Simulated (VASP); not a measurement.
Runs of VASP 6.6.1 on C2H4. The cell holds a molecule in a box, 6 atoms: a = 13.015 Å, b = 13.515 Å, c = 14.015 Å, α = 90.00°, β = 90.00°, γ = 90.00°. 

| level | cutoff (eV) | gap on the mesh (eV) | largest force (eV/Å) |
| --- | --- | --- | --- |
| PBE | 400 | 5.68 | 0.04 |
| PBE+D4 | 400 | 5.68 | 0.04 |
| PBEsol | 400 | 5.69 | 0.22 |
| PBE+D3(BJ) | 520 | 5.68 | 0.08 |
| PBE+D3 | 400 | 5.68 | (a) |

Alike in all rows: task single point; potentials or basis VASP PAW PBE potentials, release 64 (C, H); no spin polarisation; cell as given; k mesh 1 × 1 × 1; smearing gaussian 0.01 eV.

Task: Estimate the missing entries.

Result: (a) 0.05.

Caveats: the PAW data sets were made with another functional, which shifts forces and pressure a little (some runs).

A k mesh can miss the band edges.

Not every run made on this cell is shown here.
